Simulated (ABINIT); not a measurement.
Planning a run of ABINIT 10.8.3 on KI (Fm-3m). The input:

```
acell 3*1.0 Angstrom
rprim 
  0.000000000000 3.532775000000 3.532775000000
  3.532775000000 0.000000000000 3.532775000000
  3.532775000000 3.532775000000 -0.000000000000
ntypat 2
znucl 19 53
natom 2
typat 1 2
xred 
  0.000000000000 0.000000000000 0.000000000000
  0.500000000000 0.500000000000 0.500000000000
pp_dirpath "pseudos"
pseudos "K.upf, I.upf"
ecut 33
ngkpt 4 4 4
nshiftk 1
shiftk 0 0 0
kptopt 1
chksymbreak 0
istwfk *1
occopt 1
irdwfk 1
optdriver 3
nband 138
ecuteps 8.4
inclvkb 2
awtr 1
symchi 1
indata_prefix "in"
outdata_prefix "out"
tmpdata_prefix "tmp"
```

```sh
OMP_NUM_THREADS=1 mpirun -n 4 abinit run.abi > log
```

Q: How long will it take on 4 MPI ranks of Arm Neoverse V1, shared host, and how much memory?

It took 1.9 min; on shared hardware allow 57 s to 3.8 min. Peak host memory was 1.9 GiB.

[Paths, hosts, dates, memory and timing lines, banners, echoed tables and standing remarks are left out of the program output.]

[Logs are printed without paths, hosts, clocks, repeated set-up lines and the standing remarks that a program may print on its own settings, such as how far it seeks lower states.]

[Runs of the session that timed out or met a known fault of the program may be left out.]

[Hosts, paths, dates, database ids (printed as entryN), source tags and the programs' standing remarks are cut or masked in the printed files.]

[G0W0 gaps are taken among the corrected bands and points alone; a level outside them can change the order at an edge.]

[Where Ansatz stands beside ABINIT at settings called matched, ABINIT's density can come from a denser mesh and the files from another edition; pairs whose starting gaps differed by over 0.03 eV were left out, so agreement reads better than it is.]
